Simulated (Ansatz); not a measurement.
# NaCl: the cell at several levels of theory

The task here is to estimate one member of a computed series from the others.

Code: Ansatz 0.2.0. PAW datasets, plane waves, zero pressure. Spin-unpolarised throughout. Whether this structure exists isn't addressed.

### The cell

This is the cell as the run starts from it, not yet at rest; its lengths are not the crystal's.

It is hexagonal, P6_3/mmc (No. 194); conventional cell a = 4.290 Å, c = 5.363 Å, 21.37 Å³ an atom. Around Na lie 5 Cl at 2.48–2.68 Å; around Cl lie 5 Na at 2.48–2.68 Å.

As a file:

```xyz
4
Lattice="4.2904 0.0000 0.0000 -2.1452 3.7156 0.0000 0.0000 0.0000 5.3627" Properties=species:S:1:pos:R:3 pbc="T T T"
Na    0.0000    2.4771    1.3407
Na    2.1452    1.2385    4.0220
Cl    2.1452    1.2385    1.3407
Cl    0.0000    2.4771    4.0220
```

The first run:

The input, input.yaml:

```yaml
crystal:
  lattice:
    - [4.290408721, 0.0, 0.0]
    - [-2.1452043605, 3.715602945, 0.0]
    - [0.0, 0.0, 5.3627259]
  atoms:
    - { symbol: Na, position: [0.3333333333, 0.6666666667, 0.25] }
    - { symbol: Na, position: [0.6666666667, 0.3333333333, 0.75] }
    - { symbol: Cl, position: [0.6666666667, 0.3333333333, 0.25] }
    - { symbol: Cl, position: [0.3333333333, 0.6666666667, 0.75] }
kpoints:
  mp_grid: { grid: [6, 6, 4] }
hamiltonian:
  xc: pbe
scf:
  occupations: { method: fermi_dirac, width: 0.02 }
relax:
  f_tol: 0.005
  cell: {}
```

Steps of the session up to this table: PBE: cell and atoms; Relaxing with r2SCAN; PBEsol: cell and atoms; Relaxing with LDA; Relaxation with HSE06.

One of the session's tables, all rows but one given; the rest of the session is left out.

It belongs to the step «The cells side by side». 

```
 level  a (Å)  c (Å)  volume (Å³/atom)
   PBE      ?      ?                 ?
r2SCAN  4.721  5.570            26.877
PBEsol  4.722  5.560            26.839
   LDA  4.611  5.425            24.975
 HSE06  4.751  5.615            27.436
```

Estimate the missing values for PBE.

**Answer.** a (Å): 4.778; c (Å): 5.657; volume (Å³/atom): 27.965. In the column «a (Å)» it is the highest.

The volume runs from LDA (least) to PBE (most), a spread of 12.0 %, or 3.8 % in length if all axes shared it alike.
